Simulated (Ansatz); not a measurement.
# Ta (fcc type): the cost of one run

Program: Ansatz 0.2.0. Level of theory: DFT, PBE, PAW with Ansatz's default frozen-core files, scalar-relativistic. These are calculated values, not measurements.

1 further run of the same task is left out (it didn't finish).

### Step 1. The system as given

It takes space group Fm-3m (No. 225, cubic). The conventional cell has a = 4.185 Å, b = 4.185 Å, c = 4.185 Å, α = 90.00°, β = 90.00°, γ = 90.00°. Around Ta (site symmetry m-3m) lie 12 Ta at 2.96 Å.

Structure file:

```cif
data_structure
_symmetry_space_group_name_H-M 'Fm-3m'
_symmetry_Int_Tables_number 225
_cell_length_a 4.1848
_cell_length_b 4.1848
_cell_length_c 4.1848
_cell_angle_alpha 90.000
_cell_angle_beta 90.000
_cell_angle_gamma 90.000
_cell_volume 73.28
loop_
_atom_site_label
_atom_site_type_symbol
_atom_site_symmetry_multiplicity
_atom_site_Wyckoff_symbol
_atom_site_fract_x
_atom_site_fract_y
_atom_site_fract_z
_atom_site_occupancy
Ta1 Ta 4 a 0.00000 0.00000 0.00000 1
```

The file gives the conventional cell by its symmetry; the runs use the cell typed in the input.

### Step 2. Cell relaxed at zero pressure, PAW

input.yaml

```yaml
crystal:
  lattice:
    - [0.0, 2.0923759827, 2.0923759827]
    - [2.0923759827, 0.0, 2.0923759827]
    - [2.0923759827, 2.0923759827, 0.0]
  atoms:
    - { symbol: Ta, position: [0.0, 0.0, 0.0] }
kpoints:
  mp_grid: { grid: [16, 16, 16] }
scf:
  occupations: { method: fermi_dirac, width: 0.05 }
hamiltonian:
  xc: pbe
  pseudopotentials: { kind: paw }
output:
  forces: true
  stress: true
relax:
  f_tol: 0.005
  max_steps: 40
  cell: {}
```

Started as:

```sh
$ ansatz run input.yaml --threads 1 --pin off --max-ram 3584MiB --backend cpu --events-out ev --progress --plain --runs-dir out
```

Q: Estimate wall time and peak memory on 1 thread of Intel Xeon 6975P-C (Granite Rapids), shared host.

About 3.7 s, with a peak of 0.35 GiB.
